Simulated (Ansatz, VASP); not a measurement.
# One calculation of GaSb, two programs

```
CELL_PARAMETERS angstrom
0.00000 3.11900 3.11900
3.11900 0.00000 3.11900
3.11900 3.11900 0.00000
ATOMIC_POSITIONS crystal
Sb 0.75000 0.75000 0.75000
Ga 0.00000 0.00000 0.00000
```

Change from the starting cell: volume scaled by 1.06.

Alike in both runs: task single point; functional PBEsol; k mesh 8 × 8 × 8; occupations fermi-dirac, width 0.05 eV; no spin polarisation.

|  | VASP | Ansatz |
| --- | --- | --- |
| version | VASP 6.6.1 | Ansatz 0.2.0 |
| potentials or method | VASP PAW PBE potentials, release 64 (Sb, Ga_d), cutoff 520 eV | all-electron LAPW, scalar-relativistic |

|  | VASP | Ansatz | Ansatz less VASP |
| --- | --- | --- | --- |
| gap on the k mesh at the Fermi level (eV) | none | none | - |
| pressure (GPa) | -2.7 | -2.7 | -0.07 |

A gap of «none» marks a metal or a gap that the smearing closes. Ansatz ran all-electron here, so the differences hold the error of VASP's frozen core and of both bases.

Caveats: the PAW data sets were made with another functional, which shifts forces and pressure a little (VASP). Spin-orbit coupling is left out, which matters for the levels of Sb.
